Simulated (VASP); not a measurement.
# CO2 (P4_2/mnm) in VASP: further runs

One crystal, CO2, is run at these levels: r2SCAN; tasks: single point.

Program: VASP 6.6.1. These are calculated values, not measurements. Logs are shortened: lines on timing, memory, paths and dates and some standing lists are left out, and cuts for length are marked.

## (1) Starting point

The structure is tetragonal, space group P4_2/mnm (No. 136). Conventional cell: a = 4.227 Å, b = 4.227 Å, c = 4.688 Å, α = 90.00°, β = 90.00°, γ = 90.00°. O (site symmetry m2m) is surrounded by 1 C at 1.17 Å. C (site symmetry mmm) has 2 O at 1.17 Å as nearest neighbours.

The cell comes from a database or a generator and needn't be the stable form of this composition.

## (2) Single point, r2SCAN

INCAR

```
PREC = Accurate
ENCUT = 460
EDIFF = 1E-6
ISMEAR = 0
SIGMA = 0.5
LREAL = False
LASPH = True
NELM = 100
ALGO = Normal
ISIF = 2
LWAVE = False
LCHARG = False
METAGGA = R2SCAN
LMIXTAU = True
ADDGRID = False
```

KPOINTS

```
regular mesh
0
Gamma
  6 6 5
```

POSCAR

```
CO2
1.0
    4.2272127900      0.0000000000      0.0000000000
    0.0000000000      4.2272127900      0.0000000000
    0.0000000000      0.0000000000      4.6877715900
O C
4 2
Direct
    0.8048268600      0.8048268600      0.0000000000
    0.1951731400      0.1951731400      0.0000000000
    0.6951731400      0.3048268600      0.5000000000
    0.3048268600      0.6951731400      0.5000000000
    0.0000000000      0.0000000000      0.0000000000
    0.5000000000      0.5000000000      0.5000000000
```

Potentials or basis: VASP PAW PBE potentials, release 64 (O, C).

Started as:

```bash
$ cat potpaw_PBE.64/O/POTCAR potpaw_PBE.64/C/POTCAR > POTCAR
$ mpirun -np 1 vasp_std > vasp.out
```

OUTCAR:

```text
PREC = Accurate
   ENCUT = 460
   EDIFF = 1E-6
   ISMEAR = 0
   LREAL = False
   LASPH = True
   NELM = 100
   ISIF = 2
   METAGGA = R2SCAN

 Found     30 irreducible k-points:

 Following reciprocal coordinates:
            Coordinates               Weight
  0.000000  0.000000  0.000000      1.000000
  0.166667  0.000000  0.000000      4.000000
  0.333333  0.000000  0.000000      4.000000
  0.500000  0.000000  0.000000      2.000000
  0.166667  0.166667  0.000000      4.000000
  0.333333  0.166667  0.000000      8.000000
   k-points           NKPTS =     30   k-points in BZ     NKDIM =     30   number of bands    NBANDS=     20
   number of dos      NEDOS =    301   number of ions     NIONS =      6
   total plane-waves  NPLWV =  32400
   dimension x,y,z NGX =    30 NGY =   30 NGZ =   36
   dimension x,y,z NGXF=    60 NGYF=   60 NGZF=   72
   ions per type =               4   2
   NGX,Y,Z   is equivalent  to a cutoff of  11.80, 11.80, 12.77 a.u.
   NGXF,Y,Z  is equivalent  to a cutoff of  23.60, 23.60, 25.53 a.u.
 SYSTEM =  unknown system
   PREC   = accura    normal or accurate (medium, high low for compatibility)
   ISTART =      0    job   : 0-new  1-cont  2-samecut
   ICHARG =      2    charge: 1-file 2-atom 10-const
   ISPIN  =      1    spin polarized calculation?
   LNONCOLLINEAR =      F non collinear calculations
   LSORBIT =      F    spin-orbit coupling
   LASPH  =      T    aspherical Exc in radial PAW
   ENCUT  =  460.0 eV  33.81 Ry    5.81 a.u.   7.39  7.39  8.20*2*pi/ulx,y,z
   NELM   =    100;   NELMIN=  2; NELMDL= -5     # of ELM steps
   EDIFF  = 0.1E-05   stopping-criterion for ELM
   LREAL  =      F    real-space projection
   EDIFFG = 0.1E-04   stopping-criterion for IOM
   NSW    =      0    number of steps for IOM
   IBRION =     -1    ionic relax: 0-MD 1-quasi-New 2-CG
   NFREE  =      0    steps in history (QN), initial steepest desc. (CG)
   ISIF   =      2    stress and relaxation
   ISYM   =      2    0-nonsym 1-usesym 2-fastsym
   POTIM  = 0.5000    time-step for ionic-motion
   TEBEG  =    0.0;   TEEND  =   0.0 temperature during run
   PSTRESS=    0.0 pullay stress
   NELECT =      32.0000    total number of electrons
   NUPDOWN=      -1.0000    fix difference up-down
   EMIN   =  10.00;   EMAX   =-10.00  energy-range for DOS
   EFERMI =   0.00;   METHOD = LEGACY
   ISMEAR =     0;   SIGMA  =   0.50  broadening in eV -4-tet -1-fermi 0-gaus
   EFERMI_NEDOS =   21; number of points for ismear=-14 and -15
   IALGO  =     38    algorithm
   IMIX   =      4    mixing-type and parameters
     AMIX     =   0.40;   BMIX     =  1.00
     AMIX_MAG =   1.60;   BMIX_MAG =  1.00
  volume/ion in A,a.u.               =      13.96        94.21
  Fermi-wavevector in a.u.,A,eV,Ry     =   1.187864  2.244737 19.198094  1.411020
  Thomas-Fermi vector in A             =   2.324006
   LORBIT       =      0    0 simple, 1 ext, 2 COOP (PROOUT), +10 PAW based schemes
   METAGGA = R2SCAN    functional components
   LHFCALC =     F    Hartree Fock is set to
   AEXX    =    0.0000 exact exchange contribution
   IVDW    =     0    specifies the selected vdW correction
   LEPSILON=     F    determine dielectric tensor
   LRPA    =     F    only Hartree local field effects (RPA)
 non-spin polarized calculation
 Gauss-broadening in eV      SIGMA  =   0.50
  energy-cutoff  :      460.00
  volume of cell :       83.77
 maximum number of plane-waves:      1905
 NGX is ok and might be reduce to    30
   NGX = 15   NGY = 15   NGZ = 17

 number of electron      31.9999992 magnetization

 Free energy of the ion-electron system (eV)
  ---------------------------------------------------
  ext. energy  EPLUGINS =         0.00000000
  ---------------------------------------------------
  free energy    TOTEN  =       -51.48491121 eV

  energy without entropy =      -51.48491121  energy(sigma->0) =      -51.48491121

 E-fermi :  -1.3840     XC(G=0):  -8.5833

 val. band max:       -3.5891544640   @ k =   0.5000   0.5000   0.4000
 cond. band min:       3.5724025503   @ k =   0.0000   0.0000   0.0000
 fundamental gap:      7.1615570143
 Fermi energy:        -1.3839729270

 k-point     1 :       0.0000    0.0000    0.0000
  band No.  band energies     occupation
      1     -25.6130      2.00000
      2     -25.3154      2.00000
      3     -24.3074      2.00000
      4     -24.3074      2.00000
      5      -9.5244      2.00000
      6      -9.1448      2.00000
      7      -8.5410      2.00000
      8      -8.0270      2.00000
      9      -8.0270      2.00000
     10      -7.2340      2.00000
     11      -7.2340      2.00000
     12      -7.1203      2.00000
     13      -4.9979      2.00000
     14      -4.1457      2.00000
     15      -4.0704      2.00000
     16      -4.0704      2.00000
     17       3.5724      0.00000
     18       4.5495      0.00000
     19       4.9805      0.00000
     20       4.9805      0.00000

 k-point     2 :       0.1667    0.0000    0.0000
  band No.  band energies     occupation
      1     -25.5851      2.00000
      2     -25.3251      2.00000
      3     -24.3171      2.00000
      4     -24.3142      2.00000
      5      -9.4749      2.00000
      6      -9.1786      2.00000
      7      -8.4531      2.00000
      8      -8.1266      2.00000
      9      -7.9938      2.00000
     10      -7.3779      2.00000
     11      -7.2893      2.00000
     12      -7.2216      2.00000
     13      -4.8082      2.00000
     14      -4.0826      2.00000
     15      -4.0759      2.00000
     16      -4.0712      2.00000
     17       3.9286      0.00000
     18       4.6516      0.00000
     19       5.0314      0.00000
     20       5.0319      0.00000

 k-point     3 :       0.3333    0.0000    0.0000
  band No.  band energies     occupation
      1     -25.5140      2.00000
      2     -25.3610      2.00000
      3     -24.3358      2.00000
      4     -24.3304      2.00000
      5      -9.3595      2.00000
      6      -9.2333      2.00000
      7      -8.2875      2.00000
      8      -8.2073      2.00000
      9      -8.0386      2.00000
     10      -7.5691      2.00000
     11      -7.4952      2.00000
     12      -7.3994      2.00000
     13      -4.4268      2.00000
     14      -4.0827      2.00000
     15      -4.0749      2.00000
     16      -4.0177      2.00000
     17       4.8748      0.00000
     18       4.9283      0.00000
     19       5.1443      0.00000
     20       5.2123      0.00000

 k-point     4 :       0.5000    0.0000    0.0000
  band No.  band energies     occupation
      1     -25.4286      2.00000
      2     -25.4286      2.00000
      3     -24.3422      2.00000
      4     -24.3422      2.00000
      5      -9.2732      2.00000
      6      -9.2732      2.00000
      7      -8.2545      2.00000
      8      -8.2545      2.00000
      9      -7.8585      2.00000
     10      -7.8585      2.00000
     11      -7.5169      2.00000
     12      -7.5169      2.00000
     13      -4.1220      2.00000
     14      -4.1220      2.00000
     15      -4.0811      2.00000
     16      -4.0811      2.00000
     17       5.1856      0.00000
     18       5.1856      0.00000
     19       5.3187      0.00000
     20       5.3187      0.00000

 k-point     5 :       0.1667    0.1667    0.0000
  band No.  band energies     occupation
      1     -25.5598      2.00000
      2     -25.3321      2.00000
      3     -24.3263      2.00000
      4     -24.3232      2.00000
      5      -9.4406      2.00000
      6      -9.2073      2.00000
      7      -8.3715      2.00000
      8      -8.1544      2.00000
      9      -8.0325      2.00000
     10      -7.4788      2.00000
     11      -7.3659      2.00000
     12      -7.3002      2.00000
     13      -4.6265      2.00000
     14      -4.1194      2.00000
     15      -4.0557      2.00000
     16      -4.0054      2.00000
     17       4.2553      0.00000
     18       4.7428      0.00000
     19       4.9904      0.00000
     20       5.1740      0.00000

 k-point     6 :       0.3333    0.1667    0.0000
  band No.  band energies     occupation
      1     -25.4946      2.00000
      2     -25.3601      2.00000
      3     -24.3451      2.00000
      4     -24.3407      2.00000
      5      -9.3591      2.00000
      6      -9.2517      2.00000
      7      -8.2976      2.00000
      8      -8.1461      2.00000
      9      -8.0972      2.00000
     10      -7.6318      2.00000
     11      -7.5222      2.00000
     12      -7.4672      2.00000
     13      -4.2607      2.00000
     14      -4.1457      2.00000
     15      -4.0815      2.00000
     16      -3.9073      2.00000
     17       4.9879      0.00000
     18       5.0874      0.00000
     19       5.1158      0.00000
     20       5.3720      0.00000

 [... further k-points ...]
[... 5 lines left out ...]
  --------------------------------------------------------------------------------------
  -------------------------------------------------------------------------------------
  Total       -0.1382293     -0.1382293     -0.4142667     -0.0000000      0.0000000      0.0000000
  in kB       -2.6438447     -2.6438447     -7.9234794     -0.0000000      0.0000000      0.0000000
  external PRESSURE =      -4.4037229 kB  Pullay stress =       0.0000000 kB

 VOLUME and BASIS-vectors are now :
 -----------------------------------------------------------------------------
  energy-cutoff  :      460.00
  volume of cell :       83.77
      direct lattice vectors                 reciprocal lattice vectors
     4.227212790  0.000000000  0.000000000     0.236562494  0.000000000  0.000000000
     0.000000000  4.227212790  0.000000000     0.000000000  0.236562494  0.000000000
     0.000000000  0.000000000  4.687771590     0.000000000  0.000000000  0.213320974

 POSITION                                       TOTAL-FORCE (eV/Angst)
 -----------------------------------------------------------------------------------
      3.40217      3.40217      0.00000        -0.040950     -0.040950      0.000000
      0.82504      0.82504      0.00000         0.040950      0.040950      0.000000
      2.93864      1.28857      2.34389         0.040950     -0.040950      0.000000
      1.28857      2.93864      2.34389        -0.040950      0.040950      0.000000
      0.00000      0.00000      0.00000         0.000000     -0.000000      0.000000
      2.11361      2.11361      2.34389         0.000000     -0.000000      0.000000
 -----------------------------------------------------------------------------------
    total drift:                               -0.000000      0.000000      0.000000

  FREE ENERGIE OF THE ION-ELECTRON SYSTEM (eV)
  ---------------------------------------------------
  free  energy   TOTEN  =       -51.4849112114 eV

  energy  without entropy=      -51.4849112113  energy(sigma->0) =      -51.48491121
```

Wall time 84 s (1 thread of Intel Xeon 6975P-C (Granite Rapids), shared host); peak memory 0.19 GiB.

The run converged, but some of its settings lie outside the range that counts as converged, so its numbers aren't taken as properties of the crystal.

What came out:

| Item | Value |
| --- | --- |
| Free energy | -51.4849 eV |
| Pressure | -0.4 GPa |
| Largest force | 0.058 eV/Å |
| Band gap on the k mesh | 7.16 eV, indirect (least direct gap 7.64 eV) |

Caveat: the cutoff is under 1.25 times the usual one of these potentials, so pressure, stress and relaxed cells hold a basis-set (Pulay) error; the standard files for N, O and F lose accuracy on very short bonds; the PAW data sets were made with another functional, which shifts forces and pressure a little; an odd mesh through Γ misses points on the zone boundary, where band edges often lie.

## (3) Single point, r2SCAN

INCAR is that of step 2.

KPOINTS is that of step 2.

POSCAR

```
CO2
1.0
    4.2272127900      0.0000000000      0.0000000000
    0.0000000000      4.2272127900      0.0000000000
    0.0000000000      0.0000000000      4.6877715900
O C
4 2
Direct
    0.7998550000      0.8106260000     -0.0015650000
    0.2049920000      0.2030910000     -0.0012650000
    0.6721320000      0.3073690000      0.5000860000
    0.3101930000      0.6757250000      0.4907480000
   -0.0081430000      0.0098620000     -0.0042660000
    0.4753520000      0.5019460000      0.5043420000
```

Potentials or basis: VASP PAW PBE potentials, release 64 (O, C).

Started as:

```bash
$ cat potpaw_PBE.64/O/POTCAR potpaw_PBE.64/C/POTCAR > POTCAR
$ mpirun -np 1 vasp_std > vasp.out
```

It took 4.1 min on 1 thread of Intel Xeon 6975P-C (Granite Rapids), shared host; peak memory 0.24 GiB.

These settings aren't checked as converged: the numbers below hold their error.

What came out:

```
Free energy            : -49.6747 eV
Pressure               : 13.6 GPa
Largest force          : 26.348 eV/Å
Band gap on the k mesh : 7.03 eV, indirect (least direct gap 7.43 eV)
```

Caveat: the cutoff is under 1.25 times the usual one of these potentials, so pressure, stress and relaxed cells hold a basis-set (Pulay) error; the standard files for N, O and F lose accuracy on very short bonds; the PAW data sets were made with another functional, which shifts forces and pressure a little; an odd mesh through Γ misses points on the zone boundary, where band edges often lie.

(Continued in part 2 of 2.)
